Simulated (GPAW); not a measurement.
Crystal: SrCl2.

```
Sr Cl
1.0
     0.00000    3.48835    3.48835
     3.48835    0.00000    3.48835
     3.48835    3.48835    0.00000
Sr Cl
1 2
Direct
  0.00000 0.00000 0.00000
  0.75000 0.75000 0.75000
  0.25000 0.25000 0.25000
```

Base run:

```yaml
Program: GPAW 26.7.0
Functional: PBE
Potentials_or_basis: GPAW PAW data sets (gpaw-data 1.2.1)
Cutoff: 600 eV
Basis: pw
k_mesh: 7 × 7 × 7
Occupations: fermi-dirac, width 0.05 eV
Spin: no spin polarisation
```

Its results: band gap on the k mesh 5.38 eV, indirect (least direct gap 5.68 eV); pressure 1.1 GPa.

Problem. The run is repeated on the same cell with these changes: functional from PBE to r2SCAN. What comes out?

Solution. Band gap on the k mesh 6.01 eV, indirect (least direct gap 6.21 eV); pressure 0.3 GPa.

r2SCAN gives the wider gap, since meta-GGAs in the generalised Kohn-Sham scheme recover part of the derivative discontinuity.

Caveats: the PAW data sets were made with another functional, which shifts forces and pressure a little (some runs).

A k mesh can miss the band edges.

Not every run made on this cell is shown here.
